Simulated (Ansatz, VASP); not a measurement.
# Two plane-wave programs on NaH

```
CELL_PARAMETERS angstrom
0.00000 2.41604 2.41604
2.41604 0.00000 2.41604
2.41604 2.41604 0.00000
ATOMIC_POSITIONS crystal
Na 0.00000 0.00000 0.00000
H 0.50000 0.50000 0.50000
```

Alike in both runs: functional PBE; k mesh 8 × 8 × 8; occupations gaussian, width 0.02 eV; no spin polarisation.

Ansatz relaxed the structure, and its values are those at the end. VASP's run is a single point on that final structure, the one shown.

|  | VASP | Ansatz |
| --- | --- | --- |
| version | VASP 6.6.1 | Ansatz 0.2.0 |
| potentials or method | VASP PAW PBE potentials, release 64 (Na_pv, H) | scalar-relativistic, plane waves, PAW |
| plane-wave cutoff (eV) | 520 | 420 |
| valence electrons in the cell | 8 | 10 |

```csv
,VASP,Ansatz,Ansatz less VASP
gap on the k mesh at the Fermi level (eV),3.76,3.76,+0.002
least direct gap on the mesh (eV),4.62,4.62,+0.005
pressure (GPa),0.0,0.0,+0.03
```

The two sets of potentials don't hold the same shells in valence.

A k mesh can miss the band edges. As with any semilocal functional, this PBE gap is likely too small.
